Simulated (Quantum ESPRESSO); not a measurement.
Write the native input for Quantum ESPRESSO 7.5 that does the following.

```yaml
Task: band structure
Functional: PBEsol
Potentials_or_basis: GBRV 1.5 PBEsol
Cutoff: 762 eV
Density_cutoff: 6095 eV
k_mesh: 6 × 6 × 9
Occupations: fermi-dirac, width 0.05 eV
Spin: no spin polarisation
Mixing_beta: 0.5
Most_SCF_iterations: 120
SCF_threshold: 1.2e-09 Ry
```

ZnF2:

```
Zn F
1.0
     4.70480    0.00000    0.00000
     0.00000    4.70480    0.00000
     0.00000    0.00000    3.13380
Zn F
2 4
Direct
  0.50000 0.50000 0.50000
  0.00000 0.00000 0.00000
  0.80240 0.19760 0.50000
  0.69760 0.69760 0.00000
  0.19760 0.80240 0.50000
  0.30240 0.30240 0.00000
```

These files were run (other wordings do the same):

pw.in

```
&CONTROL
  calculation = 'scf'
  prefix = 'pwscf'
  outdir = './tmp'
  pseudo_dir = './pseudo'
  tprnfor = .true.
  tstress = .true.
  disk_io = 'low'
/
&SYSTEM
  ibrav = 0
  celldm(1) = 8
  nat = 6
  ntyp = 2
  ecutwfc = 56
  ecutrho = 448
  nbnd = 45
  occupations = 'smearing'
  smearing = 'fd'
  degauss = 0.00367493
/
&ELECTRONS
  conv_thr = 1.2d-09
  electron_maxstep = 120
  mixing_beta = 0.5
/
ATOMIC_SPECIES
Zn    65.3800 zn_pbesol_v1.uspp.F.UPF
F     18.9984 f_pbesol_v1.4.uspp.F.UPF
CELL_PARAMETERS alat
  1.1113479338924   0.0000000000000   0.0000000000000
  0.0000000000000   1.1113479338924   0.0000000000000
  0.0000000000000   0.0000000000000   0.7402529661690
ATOMIC_POSITIONS crystal
Zn     0.5000000000    0.5000000000    0.5000000000
Zn     0.0000000000    0.0000000000    0.0000000000
F      0.8024000000    0.1976000000    0.5000000000
F      0.6976000000    0.6976000000    0.0000000000
F      0.1976000000    0.8024000000    0.5000000000
F      0.3024000000    0.3024000000    0.0000000000
K_POINTS automatic
6 6 9 0 0 0
```

bands.in

```
&CONTROL
  calculation = 'bands'
  prefix = 'pwscf'
  outdir = './tmp'
  pseudo_dir = './pseudo'
  disk_io = 'low'
  verbosity = 'high'
/
&SYSTEM
  ibrav = 0
  celldm(1) = 8
  nat = 6
  ntyp = 2
  ecutwfc = 56
  ecutrho = 448
  nbnd = 45
  occupations = 'smearing'
  smearing = 'fd'
  degauss = 0.00367493
/
&ELECTRONS
  conv_thr = 1d-08
  electron_maxstep = 120
  mixing_beta = 0.5
  diago_full_acc = .true.
  startingwfc = 'random'
/
ATOMIC_SPECIES
Zn    65.3800 zn_pbesol_v1.uspp.F.UPF
F     18.9984 f_pbesol_v1.4.uspp.F.UPF
CELL_PARAMETERS alat
  1.1113479338924   0.0000000000000   0.0000000000000
  0.0000000000000   1.1113479338924   0.0000000000000
  0.0000000000000   0.0000000000000   0.7402529661690
ATOMIC_POSITIONS crystal
Zn     0.5000000000    0.5000000000    0.5000000000
Zn     0.0000000000    0.0000000000    0.0000000000
F      0.8024000000    0.1976000000    0.5000000000
F      0.6976000000    0.6976000000    0.0000000000
F      0.1976000000    0.8024000000    0.5000000000
F      0.3024000000    0.3024000000    0.0000000000
K_POINTS crystal
60
 0.0000000000  0.0000000000  0.0000000000 1
 0.0000000000  0.1250000000  0.0000000000 1
 0.0000000000  0.2500000000  0.0000000000 1
 0.0000000000  0.3750000000  0.0000000000 1
 0.0000000000  0.5000000000  0.0000000000 1
 0.1250000000  0.5000000000  0.0000000000 1
 0.2500000000  0.5000000000  0.0000000000 1
 0.3750000000  0.5000000000  0.0000000000 1
 0.5000000000  0.5000000000  0.0000000000 1
 0.4285714286  0.4285714286  0.0000000000 1
 0.3571428571  0.3571428571  0.0000000000 1
 0.2857142857  0.2857142857  0.0000000000 1
 0.2142857143  0.2142857143  0.0000000000 1
 0.1428571429  0.1428571429  0.0000000000 1
 0.0714285714  0.0714285714  0.0000000000 1
 0.0000000000  0.0000000000  0.0000000000 1
 0.0000000000  0.0000000000  0.0625000000 1
 0.0000000000  0.0000000000  0.1250000000 1
 0.0000000000  0.0000000000  0.1875000000 1
 0.0000000000  0.0000000000  0.2500000000 1
 0.0000000000  0.0000000000  0.3125000000 1
 0.0000000000  0.0000000000  0.3750000000 1
 0.0000000000  0.0000000000  0.4375000000 1
 0.0000000000  0.0000000000  0.5000000000 1
 0.0000000000  0.1000000000  0.5000000000 1
 0.0000000000  0.2000000000  0.5000000000 1
 0.0000000000  0.3000000000  0.5000000000 1
 0.0000000000  0.4000000000  0.5000000000 1
 0.0000000000  0.5000000000  0.5000000000 1
 0.1000000000  0.5000000000  0.5000000000 1
 0.2000000000  0.5000000000  0.5000000000 1
 0.3000000000  0.5000000000  0.5000000000 1
 0.4000000000  0.5000000000  0.5000000000 1
 0.5000000000  0.5000000000  0.5000000000 1
 0.4375000000  0.4375000000  0.5000000000 1
 0.3750000000  0.3750000000  0.5000000000 1
 0.3125000000  0.3125000000  0.5000000000 1
 0.2500000000  0.2500000000  0.5000000000 1
 0.1875000000  0.1875000000  0.5000000000 1
 0.1250000000  0.1250000000  0.5000000000 1
 0.0625000000  0.0625000000  0.5000000000 1
 0.0000000000  0.0000000000  0.5000000000 1
 0.0000000000  0.5000000000  0.0000000000 1
 0.0000000000  0.5000000000  0.0625000000 1
 0.0000000000  0.5000000000  0.1250000000 1
 0.0000000000  0.5000000000  0.1875000000 1
 0.0000000000  0.5000000000  0.2500000000 1
 0.0000000000  0.5000000000  0.3125000000 1
 0.0000000000  0.5000000000  0.3750000000 1
 0.0000000000  0.5000000000  0.4375000000 1
 0.0000000000  0.5000000000  0.5000000000 1
 0.5000000000  0.5000000000  0.0000000000 1
 0.5000000000  0.5000000000  0.0625000000 1
 0.5000000000  0.5000000000  0.1250000000 1
 0.5000000000  0.5000000000  0.1875000000 1
 0.5000000000  0.5000000000  0.2500000000 1
 0.5000000000  0.5000000000  0.3125000000 1
 0.5000000000  0.5000000000  0.3750000000 1
 0.5000000000  0.5000000000  0.4375000000 1
 0.5000000000  0.5000000000  0.5000000000 1
```

Potentials or basis: GBRV 1.5 PBEsol.

The run is started by

```bash
$ OMP_NUM_THREADS=1 mpirun -n 2 pw.x -nk 2 -in pw.in > pw.out
$ OMP_NUM_THREADS=1 mpirun -n 2 pw.x -nk 2 -in bands.in > bands.out
```

Results of the run:

```json
{"Pressure": "0.5 GPa", "Largest force": "0.064 eV/Å", "Band gap on the k mesh": "3.41 eV, direct", "Band gap along the path": "3.41 eV, direct"}
```

It took 96 s on 2 MPI ranks on Intel(R) Xeon(R) Platinum 8488C (Sapphire Rapids) (shared host), peak memory 0.52 GiB a rank.
